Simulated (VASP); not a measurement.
The system is PtSe2.

```
CELL_PARAMETERS angstrom
-3.48060 3.48060 2.89726
3.48060 -3.48060 2.89726
3.48060 3.48060 -2.89726
ATOMIC_POSITIONS crystal
Pt 0.25000 0.25000 0.00000
Pt 0.75000 0.75000 0.00000
Se 0.66700 0.16700 0.83400
Se 0.16700 0.33300 0.50000
Se 0.33300 0.83300 0.16600
Se 0.83300 0.66700 0.50000
```

The cell was built by a generator and needn't be a form met in nature.

* Program: VASP 6.6.1
* Task: relaxation of cell and atoms
* Functional: PBE
* Potentials or basis: VASP PAW PBE potentials, release 64 (Pt, Se)
* Cutoff: 600 eV
* k mesh: 4 × 4 × 4
* Occupations: gaussian, width 0.1 eV
* Spin: no spin polarisation

At the start: pressure -12.7 GPa; volume 23.40 Å³/atom.

Problem. Where does the relaxation end?

Solution. Over 18 steps the energy falls by 327.1 meV/atom and the volume is 19.52 Å³/atom (-16.6 %); space group I4/mcm (No. 140, to 0.05 Å).

Step by step:
| step | energy change (eV) | largest force (eV/Å) | pressure (GPa) | volume (Å³) |
| --- | --- | --- | --- | --- |
| 1 | 0.0000 | 0.2078 | -12.72 | 140.40 |
| 2 | -0.8820 | 0.4342 | 13.82 | 105.86 |
| 3 | -1.2484 | 0.1686 | 0.68 | 116.00 |
| 4 | -1.4112 | 0.1682 | 0.90 | 115.46 |
| 5 | -1.6565 | 0.1676 | 2.36 | 113.95 |
| 6 | -1.7185 | 0.2092 | 8.39 | 109.21 |
| 7 | -1.8292 | 0.1011 | 5.34 | 111.36 |
| 8 | -1.9275 | 0.1836 | 0.18 | 116.21 |
| 9 | -1.9275 | 0.1837 | 0.18 | 116.21 |
| 10 | -1.9310 | 0.1741 | 0.10 | 116.30 |
| 11 | -1.9396 | 0.1463 | -0.14 | 116.57 |
| 12 | -1.9477 | 0.0862 | -0.56 | 117.12 |
| 13 | -1.9516 | 0.0701 | -0.14 | 116.73 |
| 14 | -1.9548 | 0.0340 | 0.78 | 115.93 |
| 15 | -1.9577 | 0.0250 | 0.66 | 116.11 |
| 16 | -1.9619 | 0.0046 | 0.38 | 116.65 |
| 17 | -1.9620 | 0.0026 | 0.35 | 116.72 |
| 18 | -1.9625 | 0.0106 | -0.03 | 117.11 |

Final structure:
```xyz
6
Lattice="-2.9485 2.9485 3.3676 2.9485 -2.9485 3.3676 2.9485 2.9485 -3.3676" Properties=species:S:1:pos:R:3 pbc="T T T"
Pt    0.0000    0.0000    1.6838
Pt    0.0000    0.0000    5.0514
Se    1.0316    3.9800    0.0000
Se    1.9169    1.0316    0.0000
Se    1.9169   -1.0316    3.3676
Se    1.0316    1.9169    3.3676
```

Caveat: the volume moved by over 15 % at a fixed basis, so the end points are rough.
